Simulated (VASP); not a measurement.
A convergence study with VASP on CsPbI3 (cubic perovskite): one setting is varied, all else stays as given below, so the limit is that of these other settings.

```
CELL_PARAMETERS angstrom
      6.29000     0.00000     0.00000
      0.00000     6.29000     0.00000
      0.00000     0.00000     6.29000
ATOMIC_POSITIONS crystal
  Cs 0.00000 0.00000 0.00000
  Pb 0.50000 0.50000 0.50000
  I  0.50000 0.00000 0.50000
  I  0.00000 0.50000 0.50000
  I  0.50000 0.50000 0.00000
```

Computed with PBE GGA, VASP's PBE PAW potentials (set 64) (plane waves; VASP). The tightest run used: 550 eV cut-off, 12×12×12 Γ-centred mesh, Gaussian smearing of 0.050 eV, potentials Cs_sv Pb_d I.

Problem. The settings run are 1×1×1 mesh; 2×2×2 mesh; 3×3×3 mesh; 4×4×4 mesh; 5×5×5 mesh; 6×6×6 mesh; 7×7×7 mesh; 8×8×8 mesh; 9×9×9 mesh; 10×10×10 mesh; 11×11×11 mesh; 12×12×12 mesh. From which on does the stress (every component) stay within 0.2 GPa of the tightest run?

Solution. From 4×4×4 mesh on: it is off by 0.11 there and by no more than 0.2 in any finer run, while 3×3×3 mesh is off by 0.27.
| setting | E (eV/atom) | pressure (GPa) | irreducible k-points | difference judged (GPa) |
|---|---|---|---|---|
| 1×1×1 mesh | -3.3825 | -0.67 | 1 | 1.48 |
| 2×2×2 mesh | -2.6545 | 1.99 | 4 | 1.18 |
| 3×3×3 mesh | -2.8351 | 0.54 | 4 | 0.27 |
| 4×4×4 mesh | -2.7977 | 0.93 | 10 | 0.11 |
| 5×5×5 mesh | -2.8093 | 0.77 | 10 | 0.04 |
| 6×6×6 mesh | -2.8056 | 0.83 | 20 | 0.02 |
| 7×7×7 mesh | -2.8069 | 0.81 | 20 | 0.01 |
| 8×8×8 mesh | -2.8064 | 0.82 | 35 | 0.00 |
| 9×9×9 mesh | -2.8066 | 0.81 | 35 | 0.00 |
| 10×10×10 mesh | -2.8065 | 0.82 | 56 | 0.00 |
| 11×11×11 mesh | -2.8066 | 0.81 | 56 | 0.00 |
| 12×12×12 mesh | -2.8065 | 0.81 | 84 | 0.00 |

Left out are rungs that failed or repeat a setting and relaxations that didn't move; long series are thinned to 24 rows.

The compound is CsPbI3 in the cubic perovskite structure, the ideal cubic form; the compound distorts at low or room temperature. The cell was not relaxed at this level.
